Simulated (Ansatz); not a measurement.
## Ni: energy change per atom and pressure as volume scale varies

Results calculated with Ansatz 0.2.0, not measured. Plane-wave DFT, scalar-relativistic PAW made under PBE with cores redone for the functional, no dispersion; the given relaxed cell is scaled uniformly, energy at zero smearing counts from the unscaled cell, pressure at the given Fermi-Dirac smearing is positive in compression.

The cell before it is scaled or strained (space group Pm-3m, No. 221):
```
CELL_PARAMETERS angstrom
0.00000 2.32410 2.32410
2.32410 0.00000 2.32410
2.32410 2.32410 0.00000
ATOMIC_POSITIONS crystal
Ni 0.00000 0.00000 0.00000
Ni 0.50000 0.50000 0.50000
```

Settings of every row: spin polarised yes; functional PBE; wave cutoff 420 eV; smearing width 0.05 eV; k mesh 19x19x19.

Atom:
| element | starting moment (Bohr magneton) |
| --- | --- |
| Ni | -0.57 |
| Ni | -0.57 |

Limits: the cell comes from a prototype or a list of computed structures and needn't be the stable phase.

| row | volume scale | V (Å³/atom) | energy change per atom (meV) | pressure (GPa) | largest site moment (Bohr magneton) |
| --- | --- | --- | --- | --- | --- |
| 1 | 0.88 | 11.047 | 112.84 | 26.34 | 0.44 |
| 2 | 0.92 | 11.549 | 47.86 | 15.81 | 0.48 |
| 3 | 0.96 | 12.051 | ? | ? | ? |
| 4 | 1.04 | 13.056 | 5.71 | -4.08 | 0.64 |
| 5 | 1.08 | 13.558 | 25.34 | -7.99 | 0.71 |
| 6 | 1.12 | 14.06 | 55.62 | -11.02 | 0.78 |

Question: what energy change per atom and pressure should row 3 give?

Worked fit of energy change per atom. Take u = (V_r/V)^(2/3) − 1 with V_r = 13.056 Å³ an atom, which is twice the finite (Eulerian) strain; such expansions in the strain, on which the Birch-Murnaghan equation of state is built, carry the rest volume and the bulk modulus. The shown rows have u = 0.11783, 0.0852, 0, -0.02484, -0.04819. Least squares give energy change per atom = 5.025 − 493.682 × u + 11893.49 × u² meV; a straight line predicts inner rows, each left out in turn, worse (root mean square 34 against 2 meV). The rows lie off it by 0.86, -1.44, 0.68, 0.71, -0.82 (root mean square 0.94 meV). The withheld row has u = 0.05485, so the fit gives 5.025 − 493.682 × (0.05485) + 11893.49 × (0.05485)² = 13.73 meV.

The calculation gave 12.33 meV. The fit lies 1.40 meV (11 % of the value, 1.3 % of the column's range) above it; its largest miss of a shown row is 1.44 meV.

Worked fit of pressure. Take u = (V_r/V)^(2/3) − 1 with V_r = 13.056 Å³ an atom, which is twice the finite (Eulerian) strain; such expansions in the strain, on which the Birch-Murnaghan equation of state is built, carry the rest volume and the bulk modulus. The shown rows have u = 0.11783, 0.0852, 0, -0.02484, -0.04819. Least squares give pressure = −4.123 + 175.536 × u + 699.93 × u² GPa; a straight line predicts inner rows, each left out in turn, worse (root mean square 2 against 0.14 GPa). The rows lie off it by 0.06, -0.10, 0.04, 0.06, -0.06 (root mean square 0.067 GPa). The pressure vanishes at u = 0.0216, or V = 12.64 Å³ an atom, and there the bulk modulus at fixed shape and fractions is B = −V dP/dV = (2/3)(1 + u) dP/du = 140 GPa. The withheld row has u = 0.05485, so the fit gives −4.123 + 175.536 × (0.05485) + 699.93 × (0.05485)² = 7.61 GPa.

The calculation gave 7.5 GPa. The fit lies 0.11 GPa (1.5 % of the value, 0.29 % of the column's range) above it; its largest miss of a shown row is 0.10 GPa.

The other values of row 3: largest site moment 0.52 Bohr magneton.
